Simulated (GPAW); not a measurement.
The system is I.

```
I
1.0
     0.00000    2.36560    3.90984
     2.19225    0.00000    3.90984
     2.19225    2.36560    0.00000
I
1
Direct
  0.00000 0.00000 0.00000
```

Base run:

```yaml
Program: GPAW 26.7.0
Functional: LDA
Potentials_or_basis: the program's PAW data sets (release 1.2.1) made for this functional
Cutoff: 450 eV
Basis: pw
k_mesh: 7 × 7 × 7
Occupations: fermi-dirac, width 0.05 eV
Spin: no spin polarisation
```

Its results: band gap on the k mesh none (metal or under the smearing width); pressure -2.1 GPa.

Q: The run is repeated on the same cell with these changes: functional from LDA to PBEsol; potentials or basis from the program's PAW data sets (release 1.2.1) made for this functional to PAW data sets generated in the run's folder for this functional. What comes out?

A: Band gap on the k mesh none (metal or under the smearing width); pressure -1.2 GPa.

Caveats: the cutoff is short for stress and forces, so pressures can be off by a GPa or more; an odd number of electrons without spin polarisation forces a metal; a magnetic or distorted state may lie lower.
